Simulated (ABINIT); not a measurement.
TiC:

```
Ti C
1.0
     0.00000    2.16572    2.16572
     2.16572    0.00000    2.16572
     2.16572    2.16572    0.00000
Ti C
1 1
Direct
  0.00000 0.00000 0.00000
  0.50000 0.50000 0.50000
```

The cell is a database's computed one.

Base run:

- Program: ABINIT 10.8.3 (patched build)
- Functional: LDA
- Potentials or basis: JTH PAW LDA v2.0
- Cutoff: 544 eV
- k mesh: 11 × 11 × 11
- Occupations: fermi-dirac, width 0.05 eV
- Spin: no spin polarisation

Its results: band gap on the k mesh none (metal or under the smearing width); pressure -11.9 GPa.

Q: The run is repeated on the same cell with these changes: k mesh from 11 × 11 × 11 to 4 × 4 × 4. What comes out?

A: Band gap on the k mesh none (metal or under the smearing width); pressure -12.8 GPa.

Caveats: some runs use coarse meshes.

Not every run made on this cell is shown here.
